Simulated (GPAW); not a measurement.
# ZnS (F-43m) in GPAW: further runs

Aim: see how the results for ZnS move with the level of theory and the settings. Levels: PBE, r2SCAN. Tasks: band structure.

Everything below comes from runs of GPAW 26.7.0. Logs are shortened: lines on timing, memory, paths and dates and some standing lists are left out, and cuts for length are marked. The log counts tension as positive stress, the text compression.

**Experimental background.**

“Electronic, vibrational, and thermodynamic properties of ZnS (zincblende and rocksalt structure)”, 2009, arxiv:0911.5022 quotes, for a bulk crystal of ZnS at 19 K: band gap 3.85 eV (direct).

The runs below are set against these values where they give the same quantity.

## (1) The structure

It takes space group F-43m (No. 216, cubic). Conventional cell: a = 5.404 Å, b = 5.404 Å, c = 5.404 Å, α = 90.00°, β = 90.00°, γ = 90.00°. Around Zn (site symmetry -43m) lie 4 S at 2.34 Å. Around S (site symmetry -43m) lie 4 Zn at 2.34 Å.

## (2) Band structure, PBE

Input file run.py:

```python
import spglib
from ase import Atoms
from ase.dft.bandgap import bandgap
from ase.io import read, write
from gpaw import GPAW

atoms = read('ZnS.cif')
cell, positions, numbers = spglib.find_primitive(
    (atoms.cell[:], atoms.get_scaled_positions(), atoms.numbers), symprec=1e-4)
atoms = Atoms(numbers, cell=cell, scaled_positions=positions, pbc=True)

calc = GPAW(mode='lcao',
            h=0.2,
            basis='dzp',
            xc='PBE',
            kpts={'size': (7, 7, 7), 'gamma': True},
            occupations={'name': 'fermi-dirac', 'width': 0.05},
            convergence={'density': 1e-05, 'energy': 1e-05},
            maxiter=150,
            txt='gpaw.txt')
atoms.calc = calc
energy = atoms.get_potential_energy()
forces = atoms.get_forces()
calc.write('gs.gpw')
write('result.traj', atoms)
print(f'Energy: {energy:.6f} eV')
print('Forces (eV/A):')
print(forces.round(4))
print('Fermi level:', round(calc.get_fermi_level(), 4), 'eV')
print(f'Gap: {bandgap(calc)[0]:.4f} eV, direct: {bandgap(calc, direct=True)[0]:.4f} eV')

path = atoms.cell.bandpath('GXWKGLUWLK,UX', npoints=60, eps=1e-4)
bs_calc = calc.fixed_density(kpts=path, symmetry='off', txt='bands.txt')
bs = bs_calc.band_structure()
bs.write('bs.json')
print(f'Gap on the path: {bandgap(bs_calc)[0]:.4f} eV')
```

Input file ZnS.cif:

```cif
data_ZnS
_cell_length_a 5.40400000
_cell_length_b 5.40400000
_cell_length_c 5.40400000
_cell_angle_alpha 90.00000000
_cell_angle_beta 90.00000000
_cell_angle_gamma 90.00000000
_space_group_name_H-M_alt 'F-43m'
_space_group_name_Hall 'F -4 2 3'
_space_group_IT_number 216
loop_
_space_group_symop_operation_xyz
'x,y,z'
'y,-x,-z'
'-x,-y,z'
'-y,x,-z'
'x,-y,-z'
'y,x,z'
'-x,y,-z'
'-y,-x,z'
'z,x,y'
'-z,y,-x'
'z,-x,-y'
'-z,-y,x'
'-z,x,-y'
'z,y,x'
'-z,-x,y'
'z,-y,-x'
'y,z,x'
'-x,-z,y'
'-y,z,-x'
'x,-z,-y'
'-y,-z,x'
'x,z,y'
'y,-z,-x'
'-x,z,-y'
'x,y+1/2,z+1/2'
'y,-x+1/2,-z+1/2'
'-x,-y+1/2,z+1/2'
'-y,x+1/2,-z+1/2'
'x,-y+1/2,-z+1/2'
'y,x+1/2,z+1/2'
'-x,y+1/2,-z+1/2'
'-y,-x+1/2,z+1/2'
'z,x+1/2,y+1/2'
'-z,y+1/2,-x+1/2'
'z,-x+1/2,-y+1/2'
'-z,-y+1/2,x+1/2'
'-z,x+1/2,-y+1/2'
'z,y+1/2,x+1/2'
'-z,-x+1/2,y+1/2'
'z,-y+1/2,-x+1/2'
'y,z+1/2,x+1/2'
'-x,-z+1/2,y+1/2'
'-y,z+1/2,-x+1/2'
'x,-z+1/2,-y+1/2'
'-y,-z+1/2,x+1/2'
'x,z+1/2,y+1/2'
'y,-z+1/2,-x+1/2'
'-x,z+1/2,-y+1/2'
'x+1/2,y,z+1/2'
'y+1/2,-x,-z+1/2'
'-x+1/2,-y,z+1/2'
'-y+1/2,x,-z+1/2'
'x+1/2,-y,-z+1/2'
'y+1/2,x,z+1/2'
'-x+1/2,y,-z+1/2'
'-y+1/2,-x,z+1/2'
'z+1/2,x,y+1/2'
'-z+1/2,y,-x+1/2'
'z+1/2,-x,-y+1/2'
'-z+1/2,-y,x+1/2'
'-z+1/2,x,-y+1/2'
'z+1/2,y,x+1/2'
'-z+1/2,-x,y+1/2'
'z+1/2,-y,-x+1/2'
'y+1/2,z,x+1/2'
'-x+1/2,-z,y+1/2'
'-y+1/2,z,-x+1/2'
'x+1/2,-z,-y+1/2'
'-y+1/2,-z,x+1/2'
'x+1/2,z,y+1/2'
'y+1/2,-z,-x+1/2'
'-x+1/2,z,-y+1/2'
'x+1/2,y+1/2,z'
'y+1/2,-x+1/2,-z'
'-x+1/2,-y+1/2,z'
'-y+1/2,x+1/2,-z'
'x+1/2,-y+1/2,-z'
'y+1/2,x+1/2,z'
'-x+1/2,y+1/2,-z'
'-y+1/2,-x+1/2,z'
'z+1/2,x+1/2,y'
'-z+1/2,y+1/2,-x'
'z+1/2,-x+1/2,-y'
'-z+1/2,-y+1/2,x'
'-z+1/2,x+1/2,-y'
'z+1/2,y+1/2,x'
'-z+1/2,-x+1/2,y'
'z+1/2,-y+1/2,-x'
'y+1/2,z+1/2,x'
'-x+1/2,-z+1/2,y'
'-y+1/2,z+1/2,-x'
'x+1/2,-z+1/2,-y'
'-y+1/2,-z+1/2,x'
'x+1/2,z+1/2,y'
'y+1/2,-z+1/2,-x'
'-x+1/2,z+1/2,-y'
loop_
_atom_site_label
_atom_site_type_symbol
_atom_site_symmetry_multiplicity
_atom_site_Wyckoff_symbol
_atom_site_fract_x
_atom_site_fract_y
_atom_site_fract_z
_atom_site_occupancy
Zn1 Zn 4 c 0.2500000000 0.2500000000 0.2500000000 1
S1 S 4 a 0.0000000000 0.0000000000 0.0000000000 1
```

Potentials or basis: GPAW PAW data sets (gpaw-data 1.2.1), lcao:dzp.

Started as:

```sh
$ OMP_NUM_THREADS=1 python run.py
```

gpaw.txt:

```text
__  _  _
 | _ |_)|_||  |
 |__||  | ||/\| - 26.7.0

Input parameters:
  mode=LCAO(),
  basis={'default': 'dzp'},
  convergence={'density': 1e-05, 'energy': 1e-05},
  h=0.2,
  kpts=MonkhorstPack(size=(7, 7, 7), gamma=True),
  maxiter=150,
  occupations=Occupations(name='fermi-dirac', width=0.05),
  xc=XC(name='PBE')

           Zn

       S

Atoms  # Å, Bohr magnetons
|   | symbol |        x |        y |        z |    initial magnetic moments |
|---|--------|----------|----------|----------|-----------------------------|
| 0 |     Zn | 1.351000 | 1.351000 | 1.351000 | ( 0.0000,  0.0000,  0.0000) |
| 1 |      S | 0.000000 | 0.000000 | 0.000000 | ( 0.0000,  0.0000,  0.0000) |

Unit cell  # Å
| periodic |        x |        y |        z |  lengths |    angles |
|----------|----------|----------|----------|----------|-----------|
|      yes | 0.000000 | 2.702000 | 2.702000 | 3.821205 | 60.000000 |
|      yes | 2.702000 | 0.000000 | 2.702000 | 3.821205 | 60.000000 |
|      yes | 2.702000 | 2.702000 | 0.000000 | 3.821205 | 60.000000 |

Number of symmetries: 24
Symmetry operations  # r_c * U_cc + t_c -> r_c
|    | kind |            matrix            |
|----|------|------------------------------|
|  0 |  E   |  1, 0, 0,  0, 1, 0,  0, 0, 1 |
|  1 |  σ   |  1, 0, 0,  0, 0, 1,  0, 1, 0 |
|  2 |  σ   |  1, 0,-1,  0, 1,-1,  0, 0,-1 |
|  3 |  C3  |  1, 0,-1,  0, 0,-1,  0, 1,-1 |
|  4 |  C3  |  1,-1, 0,  0,-1, 1,  0,-1, 0 |
|  5 |  σ   |  1,-1, 0,  0,-1, 0,  0,-1, 1 |
|  6 |  σ   |  0, 1, 0,  1, 0, 0,  0, 0, 1 |
|  7 |  C3  |  0, 1, 0,  0, 0, 1,  1, 0, 0 |
|  8 |  C2  |  0, 1,-1,  1, 0,-1,  0, 0,-1 |
|  9 |  S4  |  0, 1,-1,  0, 0,-1,  1, 0,-1 |
| 10 |  C3  |  0, 0, 1,  1, 0, 0,  0, 1, 0 |
| 11 |  σ   |  0, 0, 1,  0, 1, 0,  1, 0, 0 |
| 12 |  S4  |  0, 0,-1,  1, 0,-1,  0, 1,-1 |
| 13 |  C3  |  0, 0,-1,  0, 1,-1,  1, 0,-1 |
| 14 |  S4  |  0,-1, 1,  1,-1, 0,  0,-1, 0 |
| 15 |  C2  |  0,-1, 1,  0,-1, 0,  1,-1, 0 |
| 16 |  C3  |  0,-1, 0,  1,-1, 0,  0,-1, 1 |
| 17 |  S4  |  0,-1, 0,  0,-1, 1,  1,-1, 0 |
| 18 |  S4  | -1, 1, 0, -1, 0, 1, -1, 0, 0 |
| 19 |  C3  | -1, 1, 0, -1, 0, 0, -1, 0, 1 |
| 20 |  C3  | -1, 0, 1, -1, 1, 0, -1, 0, 0 |
| 21 |  S4  | -1, 0, 1, -1, 0, 0, -1, 1, 0 |
| 22 |  σ   | -1, 0, 0, -1, 1, 0, -1, 0, 1 |
| 23 |  C2  | -1, 0, 0, -1, 0, 1, -1, 1, 0 |

BZ-sampling:
  Number of BZ points: 343
  Number of IBZ points: 20

  Monkhorst-Pack size: [7, 7, 7]
  Monkhorst-Pack shift: [0, 0, 0]

K-points  # in reciprocal-cell coordinates
|     |                                coordinates |     weight |
|-----|--------------------------------------------|------------|
|   0 | (  0.00000000,   0.00000000,   0.00000000) | 0.00291545 |
|   1 | (  0.14285714,   0.14285714,   0.00000000) | 0.01749271 |
|   2 | (  0.14285714,   0.14285714,   0.14285714) | 0.02332362 |
|   3 | (  0.28571429,   0.14285714,   0.14285714) | 0.03498542 |
|   4 | (  0.28571429,   0.28571429,   0.00000000) | 0.01749271 |
|   5 | (  0.28571429,   0.28571429,   0.14285714) | 0.06997085 |
|   6 | (  0.28571429,   0.28571429,   0.28571429) | 0.02332362 |
|   7 | (  0.42857143,  -0.28571429,  -0.28571429) | 0.03498542 |
|   8 | (  0.42857143,   0.28571429,  -0.42857143) | 0.13994169 |
|   9 | (  0.42857143,   0.28571429,  -0.28571429) | 0.06997085 |
| ... |                                            |            |
|  19 | (  0.42857143,   0.42857143,   0.42857143) | 0.02332362 |

basis functions: 34
Spin-components: 1 (collinear spins)
[... 240 lines left out ...]
        l=1, rc=12.4062 Bohr: 4p-sz confined orbital
        l=2, rc=4.3594 Bohr: 3d-sz confined orbital
        l=0, rc=4.7188 Bohr: 4s-dz split-valence wave
        l=1, rc=7.4844 Bohr: 4p-dz split-valence wave
        l=2, rc=2.8125 Bohr: 3d-dz split-valence wave
        l=1, rc=8.1562 Bohr: p-type Gaussian polarization
      Number of RI-basis functions 0

  S:
    name:    Sulfur
    Z:       16.0
    valence: 6
    core:    10
    charge:  0.0  # [|e|]
    compensation charges:
      type: gauss
      rc: 0.24  # [Å]
      lmax: 2
    cutoffs:
      filter: 1.77  # [Å]
      core: 1.66  # [Å]
    projectors
    | kind |    occ | energy [eV] | rcut [Å] |
    |------|--------|-------------|----------|
    |   3s |  2.000 |     -17.254 |    0.974 |
    |   3p |  4.000 |      -7.008 |    0.979 |
    |    s |        |       9.957 |    0.974 |
    |    p |        |      20.203 |    0.979 |
    |    d |        |       0.000 |    0.900 |

    LCAO basis set for S:
      Name: dzp
      File: <dir>
      Number of radial functions: 5
      Number of spherical harmonics: 13
        l=0, rc=5.5156 Bohr: 3s-sz confined orbital
        l=1, rc=6.9375 Bohr: 3p-sz confined orbital
        l=0, rc=3.0469 Bohr: 3s-dz split-valence wave
        l=1, rc=3.9375 Bohr: 3p-dz split-valence wave
        l=2, rc=6.9375 Bohr: d-type Gaussian polarization
      Number of RI-basis functions 0

Reference energy: -59718.946550  # eV

eigensolver:
  <gpaw.new.lcao.eigensolver.LCAOEigensolver object>
density mixing:
  MSR1-Mixer
  Pratt-step length: 0.05
  Maximum mixing coefficient: 0.75
  Old densities: 10
  SVD Regularization: 0.005
  Good broyden scale: 1.0
  Trust region scale: 1.0
  Backstep threshold: 4.0
  History deletion threshold: 6.0
  Fourier metric: weight=20.0, sigma=0.015

occupation numbers:
  Fermi-Dirac:
    width: 0.0500  # eV

FastPoissonSolver using
    Stencil: 12*3+1=37 point O(h^6) finite-difference Laplacian
    FFT axes: [np.int64(0), np.int64(1), np.int64(2)]
    FST axes: []

xc functional:
  name: PBE with 2 nearest neighbor stencil
interpolation: tri-quintic # 5. degree polynomial

convergence criteria:
[... 6 lines left out ...]
|iter     | |      energy | eigst |  dens |
|---------|-|-------------|-------|-------|
|iter:   1| |   -6.468501 |      c|       |
|iter:   2| |   -6.430286 |      c| -1.36 |
|iter:   3| |   -6.336893 |      c| -1.39 |
|iter:   4| |   -6.339904 |      c| -1.87 |
|iter:   5| |   -6.339675 |      c| -2.43 |
|iter:   6| |   -6.339674 |      c| -3.58 |
|iter:   7| |   -6.339675c|      c| -4.13 |
|iter:   8| |   -6.339675c|      c| -5.03c|

Converged in 8 steps
Energy contributions relative to reference atoms: (reference = -59718.946550)

Energy contributions:
  Kinetic:           9.983610
  Coulomb:          -7.954494
  Zero:              0.181833
  External:          0.000000
  Xc:               -8.550624
  Entropy:          -0.000000
  Spinorbit:         0.000000
  ----------------------------
  Free energy:      -6.339675
  Extrapolated:     -6.339675

dipole moment: (-20.072707, -20.072707, -20.072707)  # |e|*Ang

Fermi level: 4.823
Eigenvalues  # (at kpt = [0.000, 0.000, 0.000])
| band index |      eig [eV] | occ [0-2] |
|------------|---------------|-----------|
|          0 |        -9.382 |     2.000 |
|          1 |        -2.544 |     2.000 |
|          2 |        -2.544 |     2.000 |
|          3 |        -2.544 |     2.000 |
|          4 |        -2.009 |     2.000 |
|          5 |        -2.009 |     2.000 |
|          6 |         3.776 |     2.000 |
|          7 |         3.776 |     2.000 |
|          8 |         3.778 |     2.000 |
|          9 |         5.899 |     0.000 |
|         10 |        10.253 |     0.000 |
|         11 |        10.256 |     0.000 |
|         12 |        10.256 |     0.000 |

Gap: 2.121 eV
Transition (v -> c):
  (s=0, k=0, n=8, [0.00, 0.00, 0.00]) -> (s=0, k=0, n=9, [0.00, 0.00, 0.00])
No difference between direct/indirect transitions

Forces  # eV/Ang
|       x |       y |       z |
|---------|---------|---------|
| 0.00000 | 0.00000 | 0.00000 |  # Zn   0
| 0.00000 | 0.00000 | 0.00000 |  # S    1

# Writing to gs.gpw (mode='')
```

It took 33 s on 1 thread of Arm Neoverse V2, shared host; peak memory 0.21 GiB.

What came out:

| Quantity | Value |
| --- | --- |
| Free energy | -6.3397 eV |
| Band gap on the k mesh | 2.12 eV, direct |
| Band gap along the path | 2.12 eV, direct |

Levels at the corners of the path, in eV from the valence-band top:
| point | band 7 | band 8 | band 9 | band 10 | band 11 | band 12 |
| --- | --- | --- | --- | --- | --- | --- |
| Γ | 0.00 | 0.00 | 0.00 | 2.12 | 6.48 | 6.48 |
| X | -4.56 | -2.23 | -2.23 | 3.54 | 4.40 | 11.61 |
| W | -4.59 | -2.77 | -2.73 | 5.77 | 6.24 | 8.06 |
| K | -4.63 | -3.12 | -1.82 | 4.25 | 6.08 | 9.75 |
| Γ | 0.00 | 0.00 | 0.00 | 2.12 | 6.48 | 6.48 |
| L | -5.31 | -0.87 | -0.87 | 3.35 | 7.15 | 7.15 |
| U | -4.63 | -3.12 | -1.82 | 4.25 | 6.08 | 9.75 |
| W | -4.59 | -2.77 | -2.73 | 5.77 | 6.24 | 8.06 |
| L | -5.31 | -0.87 | -0.87 | 3.35 | 7.15 | 7.15 |
| K | -4.63 | -3.12 | -1.82 | 4.25 | 6.08 | 9.75 |
| U | -4.63 | -3.12 | -1.82 | 4.25 | 6.08 | 9.75 |
| X | -4.56 | -2.23 | -2.23 | 3.54 | 4.40 | 11.61 |

Caveat: the real-space grid adds noise to forces; the basis of atomic orbitals isn't converged, which shifts pressures, moduli and gaps.

## (3) Band structure, r2SCAN

Input file run.py:

```python
from ase.dft.bandgap import bandgap
from ase.io import read, write
from ase.units import GPa
from gpaw import GPAW, PW

atoms = read('POSCAR')

calc = GPAW(mode=PW(600),
            xc='MGGA_X_R2SCAN+MGGA_C_R2SCAN',
            kpts={'size': (7, 7, 7), 'gamma': True},
            occupations={'name': 'fermi-dirac', 'width': 0.05},
            nbands=18,
            convergence={'density': 1e-05, 'energy': 1e-05},
            maxiter=150,
            txt='gpaw.txt')
atoms.calc = calc
energy = atoms.get_potential_energy()
forces = atoms.get_forces()
stress = atoms.get_stress()
calc.write('gs.gpw')
write('result.traj', atoms)
print(f'Energy: {energy:.6f} eV')
print('Forces (eV/A):')
print(forces.round(4))
print('Stress (GPa):', (stress / GPa).round(3))
print('Fermi level:', round(calc.get_fermi_level(), 4), 'eV')
print(f'Gap: {bandgap(calc)[0]:.4f} eV, direct: {bandgap(calc, direct=True)[0]:.4f} eV')

path = atoms.cell.bandpath('GXWKGLUWLK,UX', npoints=80, eps=1e-4)
bs_calc = calc.fixed_density(kpts=path, symmetry='off', nbands=28,
                             convergence={'bands': 'CBM+6.0', 'eigenstates': 1e-6}, txt='bands.txt')
bs = bs_calc.band_structure()
bs.write('bs.json')
print(f'Gap on the path: {bandgap(bs_calc)[0]:.4f} eV')
```

Input file POSCAR:

```
ZnS
1.0
    0.0000000000      2.7020000000      2.7020000000
    2.7020000000      0.0000000000      2.7020000000
    2.7020000000      2.7020000000      0.0000000000
Zn S
1 1
Direct
    0.7500000000      0.7500000000      0.7500000000
    0.0000000000      0.0000000000      0.0000000000
```

Potentials or basis: GPAW PAW data sets (gpaw-data 1.2.1), pw.

Started as:

```sh
$ OMP_NUM_THREADS=1 python run.py
```

It took 1.8 min on 1 thread of Arm Neoverse V2, shared host; peak memory 0.36 GiB.

The run converged. Its results:

```yaml
Free_energy: -17.6863 eV
Pressure: -1.1 GPa
Band_gap_on_the_k_mesh: 2.67 eV, direct
Band_gap_along_the_path: 2.67 eV, direct
```

Levels at the corners of the path, in eV from the valence-band top:
| point | band 7 | band 8 | band 9 | band 10 | band 11 | band 12 |
| --- | --- | --- | --- | --- | --- | --- |
| Γ | 0.00 | 0.00 | 0.00 | 2.67 | 6.86 | 6.86 |
| X | -4.61 | -2.29 | -2.29 | 3.72 | 4.47 | 11.75 |
| W | -4.65 | -2.82 | -2.79 | 6.04 | 6.58 | 8.45 |
| K | -4.68 | -3.19 | -1.86 | 4.50 | 6.42 | 9.93 |
| Γ | 0.00 | 0.00 | 0.00 | 2.67 | 6.86 | 6.86 |
| L | -5.41 | -0.89 | -0.89 | 3.81 | 7.36 | 7.36 |
| U | -4.68 | -3.19 | -1.86 | 4.50 | 6.42 | 9.93 |
| W | -4.65 | -2.82 | -2.79 | 6.04 | 6.58 | 8.45 |
| L | -5.41 | -0.89 | -0.89 | 3.81 | 7.36 | 7.36 |
| K | -4.68 | -3.19 | -1.86 | 4.50 | 6.42 | 9.93 |
| U | -4.68 | -3.19 | -1.86 | 4.50 | 6.42 | 9.93 |
| X | -4.61 | -2.29 | -2.29 | 3.72 | 4.47 | 11.75 |

Caveat: the PAW data sets were made with another functional, which shifts forces and pressure a little.

## (4) Comparison with measurements

Step 2. Against the measured gap of ZnS, 3.85 eV (direct; 19 K; quoted in “Electronic, vibrational, and thermodynamic properties of ZnS (zincblende and rocksalt structure)”, 2009, arxiv:0911.5022), the calculated 2.12 eV is off by -1.73 eV. The value is that of PBE in an atomic basis (GPAW PAW data sets (gpaw-data 1.2.1), lcao:dzp), whose error adds to the functional's,, without temperature or zero-point motion. Semilocal functionals fall short of measured gaps as a rule.

Step 3. A measured gap of ZnS is 3.85 eV (direct; 19 K; quoted in “Electronic, vibrational, and thermodynamic properties of ZnS (zincblende and rocksalt structure)”, 2009, arxiv:0911.5022); the calculated 2.67 eV misses it by -1.18 eV. The value is that of r2SCAN, without temperature or zero-point motion.
